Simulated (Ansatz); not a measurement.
# Bands of NiO

```xyz
2
Lattice="0.0000 2.0913 2.0913 2.0913 0.0000 2.0913 2.0913 2.0913 0.0000" Properties=species:S:1:pos:R:3 pbc="T T T"
Ni    0.0000    0.0000    0.0000
O     2.0913    2.0913    2.0913
```

Atoms are numbered in the order listed.

The conventional cell has a = 4.183 Å, b = 4.183 Å, c = 4.183 Å, α = 90.00°, β = 90.00°, γ = 90.00°. Ni (atom 1) is surrounded by 6 O at 2.09 Å. Around O (atom 2) lie 6 Ni at 2.09 Å.

The cell is COD entry 4320487, as deposited and not checked against the literature; nothing was relaxed.

Semilocal functionals without U often leave such compounds metallic or with too small a gap, and the real magnetic order may differ.

Other magnetic orders may lie lower; this is the state that the run reached.

Level of theory: Ansatz 0.2.0, DFT, PBE, all-electron LAPW, scalar-relativistic.

The runs use a Γ-centred 15×15×15 k mesh, Fermi–Dirac smearing of 0.03 eV, basis error target 0.25 meV/atom, spin-polarised from start moments Ni1 1.5 μB, ending with a cell moment of 1.79 μB.

Points in fractions of the reciprocal vectors of this cell: Γ (0, 0, 0), X (0.5, 0, 0.5), U (0.625, 0.25, 0.625), K (0.375, 0.375, 0.75), L (0.5, 0.5, 0.5), W (0.5, 0.25, 0.75). The path joins them by straight lines in the order Γ–X–U–K–Γ–L–W–X; legs that retrace an earlier one aren't tabulated. Energies are in eV from the Fermi level.

**Question.** List the spin-up levels at W between -5 and 5 eV.

**Answer.** -2.47, -1.93 (×2), -1.67, -1.33.

**Question.** List the spin-down levels at Γ between -5 and 5 eV.

**Answer.** -2.52 (×3), -1.87 (×3), -0.54 (×2), 1.79.

**Question.** List the spin-up levels at U between -5 and 5 eV.

**Answer.** -2.65, -1.92, -1.80, -1.56, -1.24.

**Question.** What is the band gap?

**Answer.** none: bands cross the Fermi level, a metal.
